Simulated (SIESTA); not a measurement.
**ZrN under changes of volume**

One of the cells (12.167 Å³/atom); the others are scaled copies at fixed shape and fractional positions:

```xyz
2
Lattice="0.0000 2.3000 2.3000 2.3000 0.0000 2.3000 2.3000 2.3000 0.0000" Properties=species:S:1:pos:R:3 pbc="T T T"
Zr    2.3000    2.3000    2.3000
N     0.0000    0.0000    0.0000
```

- Program: SIESTA 5.4.2
- Functional: PBE
- Potentials or basis: SG15 1.2 (PBE files) or PseudoDojo by element
- Basis: DZP (energy shift 0.002 Ry)
- Grid cutoff: 800 Ry
- Energy shift: 0.002 Ry
- k mesh: 10 × 10 × 10
- Occupations: fermi-dirac, width 0.05 eV
- Spin: no spin polarisation

```tsv
volume (Å³/atom)	energy over the lowest point (meV/atom)	pressure (GPa)
11.437	?	?
11.680	24.95	14.3
11.924	8.00	8.1
12.167	0.00	2.5
12.410	0.03	-2.5
12.654	7.34	-6.9
12.897	20.92	-10.8
```

Problem. What does the run at 11.437 Å³/atom give?

Solution. Energy over the lowest point 51.91 meV/atom; pressure 21.4 GPa.

Worked out: A Birch-Murnaghan fit of order 3 (a polynomial in V^(-2/3)) to the other rows has its minimum at 12.29 Å³/atom with B0 = V·E''(V) = 252 GPa and B' = 4.6. It gives 51.90 meV/atom at 11.437 Å³/atom, against the run's 51.91, and -dE/dV = 21.3 GPa, against 21.4.

Energies are extrapolated to zero smearing.

Caveats: semicore shells carry a single zeta, which can move pressures by several GPa and volumes by a few percent; the basis of atomic orbitals isn't converged, which shifts pressures, moduli and gaps.
